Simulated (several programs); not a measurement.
# Cs2SnI6 (vacancy-ordered double perovskite) from semi-empirical methods to plane-wave DFT

Measured values to be reproduced:
- band gap: 1.3 eV (optical absorption gap, lower end of the halide series; “Changes in charge density vs changes in formal oxidation states: The case of Sn halide perovskites and their ordered vacancy analogues”; optical absorption gap quoted as the end of a range over the halide series; 2017; arxiv:1705.01565)
- volume: 43.67 Å³ an atom (from the lattice constants; cubic a; “Changes in charge density vs changes in formal oxidation states: The case of Sn halide perovskites and their ordered vacancy analogues”; measurement temperature not stated in the table; 2017; arxiv:1705.01565)

Cs2SnI6, vacancy-ordered double perovskite, relaxed with r2SCAN in Ansatz, was computed with several methods. It is cubic, Fm-3m (No. 225); conventional cell a = 11.841 Å, 46.11 Å³ an atom. Around Cs lie 12 I at 4.19 Å; around Sn lie 6 I at 2.88 Å; around I lie 1 Sn at 2.88 Å and 4 Cs at 4.19 Å. Calculated for a static, non-magnetic cell.

```cif
data_structure
_symmetry_space_group_name_H-M 'P 1'
_symmetry_Int_Tables_number 1
_cell_length_a 8.3727
_cell_length_b 8.3727
_cell_length_c 8.3727
_cell_angle_alpha 60.000
_cell_angle_beta 60.000
_cell_angle_gamma 60.000
_cell_volume 415.03
loop_
_atom_site_label
_atom_site_type_symbol
_atom_site_fract_x
_atom_site_fract_y
_atom_site_fract_z
_atom_site_occupancy
Cs1 Cs 0.25000 0.25000 0.25000 1
Cs2 Cs 0.75000 0.75000 0.75000 1
Sn1 Sn 0.00000 0.00000 0.00000 1
I1 I 0.24365 0.75635 0.75635 1
I2 I 0.24365 0.75635 0.24365 1
I3 I 0.75635 0.24365 0.75635 1
I4 I 0.75635 0.24365 0.24365 1
I5 I 0.75635 0.75635 0.24365 1
I6 I 0.24365 0.24365 0.75635 1
```

Gaps and times are for a single point on this cell; volume and bulk modulus come from each method's own relaxation or energy curve at fixed shape, which is too stiff where a cell has free coordinates or axes. Times are rough, from shared hosts (Arm Neoverse V1; Arm Neoverse V2), and each method has its own mesh and cell size. A double dagger marks a value from a curve with shape and coordinates held. PM6 (MOPAC), PM7 (MOPAC), GFN1-xTB (tblite), GFN2-xTB (tblite) treat a cluster of cells at its zone centre, which samples few k points: where these miss a band edge, the gap comes out too large for that reason alone. Gaps from k meshes are read at a limited set of points (mesh, symmetry points, PBE's band edges), so each method's own least gap may be somewhat smaller. xTB and the PM methods were fitted mostly to molecules, and can miss a solid's gap by electronvolts. Minimal bases can be far off for gaps. Times of the plane-wave ladder aren't listed, since it ran on unlike processors and cards. GLLB-SC's gap includes the derivative discontinuity. d marks a direct gap, i an indirect one (no mark: not told apart), a dash a value that wasn't computed or didn't pass its checks.

```
                              method              kind  gap (eV)  own volume (Å³/atom)  bulk modulus (GPa)  atoms computed  processor time
                              PBEsol         semilocal         –                 42.85                   –               9               –
                   GFN1-xTB (tblite)     tight binding      0.10                42.97‡                 28‡         cluster           1.5 s
                   GFN2-xTB (tblite)     tight binding      0.11                     –                   –         cluster             2 s
                         PM7 (MOPAC)    semi-empirical      7.26                49.69‡                 50‡         cluster           2.1 s
                         PM6 (MOPAC)    semi-empirical      4.42                     –                   –         cluster           2.8 s
light PBE (260 eV and a coarse mesh)  light plane-wave    0.18 d                     –                   –               9           6.2 s
                                 PBE         semilocal    0.20 d                 48.51                 16‡               9               –
                      PBE/SZV (CP2K)       small basis    0.35 d                     –                   –               9            22 s
                                 LDA         semilocal    0.03 d                 39.93                   –               9               –
                              r2SCAN         semilocal    0.46 d                 46.11                 20‡               9               –
                     PBE/DZVP (CP2K)       small basis    0.10 d                48.73‡                 16‡               9            50 s
                      GLLB-SC (GPAW)   model potential      0.90                     –                   –               9         2.1 min
                             PBE+SOC         semilocal    0.15 d                     –                   –               9               –
                               HSE06            hybrid    0.96 d                     –                   –               9               –
                                PBE0            hybrid    1.65 d                     –                   –               9               –
                             r2SCANh            hybrid    0.98 d                     –                   –               9               –
                            DDH-PBE0            hybrid    1.41 d                     –                   –               9               –
```

Against HSE06 (0.96 eV) and with closed or daggered gaps left aside, the nearest gap at the points sampled is that of r2SCANh (+0.02 eV) and the farthest that of PM7 (MOPAC) (+6.30 eV). HSE06 is only a yardstick of convenience, and nearness to it can be luck.

Volumes against r2SCAN's: PBEsol -7.1 %, PBE +5.2 %, LDA -13.4 %.

Comparison with experiment:
- Band gap, measured 1.3 eV: GFN1-xTB (tblite) -1.20 eV, GFN2-xTB (tblite) -1.19 eV, PM7 (MOPAC) +5.96 eV, PM6 (MOPAC) +3.12 eV, light PBE (260 eV and a coarse mesh) -1.12 eV, PBE -1.10 eV, PBE/SZV (CP2K) -0.95 eV, LDA -1.27 eV, r2SCAN -0.84 eV, PBE/DZVP (CP2K) -1.20 eV, GLLB-SC (GPAW) -0.40 eV, PBE+SOC -1.15 eV, HSE06 -0.34 eV, PBE0 +0.35 eV, r2SCANh -0.32 eV, DDH-PBE0 +0.11 eV.
- Volume, measured 43.67 Å³ an atom: PBEsol -1.9 %, PBE +11.1 %, LDA -8.6 %, r2SCAN +5.6 %.
The calculations are for a static lattice; samples hold vibrations, temperature and, in optical gaps, excitons. A measured value is shown where most reports agree with it, and only for the quantities listed.

Only the rows marked +SOC include spin-orbit coupling.
